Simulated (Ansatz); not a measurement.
Runs of Ansatz 0.2.0 on Sb. The structure is hexagonal, space group P6_3/mmc (No. 194). Conventional cell: a = 3.355 Å, b = 3.355 Å, c = 5.470 Å, α = 90.00°, β = 90.00°, γ = 120.00°. Sb (site symmetry -6m2) is surrounded by 12 Sb at 3.35 Å. This isn't the form of Sb at room conditions, which is rhombohedral.

| level | cell | target pressure (GPa) | gap on the mesh (eV) | pressure (GPa) | relaxed volume (Å³/atom) |
| --- | --- | --- | --- | --- | --- |
| PBEsol | relaxed to 20 GPa | 20 | none | 20.0 | - |
| PBEsol | relaxed to 30 GPa | 30 | none | 30.0 | - |
| PBEsol | relaxed to 5 GPa | 5 | none | 5.0 | - |
| PBEsol+D3(BJ)-ATM | relaxed | - | none | 0.0 | 24.86 |
| PBEsol | relaxed | 0 | none | 0.0 | (a) |

Alike in all rows: task relaxation of cell and atoms; potentials or basis Ansatz PAW; no spin polarisation; k mesh 9 × 9 × 5; cutoff (eV) 420; smearing fermi-dirac 0.05 eV.

Fill in the values left out.

(a) 26.04.

Caveats: the plane-wave basis is chosen anew once the cell has moved, so the energies of steps on either side of that aren't comparable; the PAW data sets come from PBE, with cores solved anew for the run's functional, which leaves a small shift of forces and pressure; the volume moved by over 15 % at a fixed basis, so the end points are rough (some runs); pairwise dispersion overbinds metals, which lowers pressure and volume (some runs).

A k mesh can miss the band edges, and the runs leave out spin-orbit coupling on Sb.

A gap of «none» marks a metal or a gap under the smearing width.
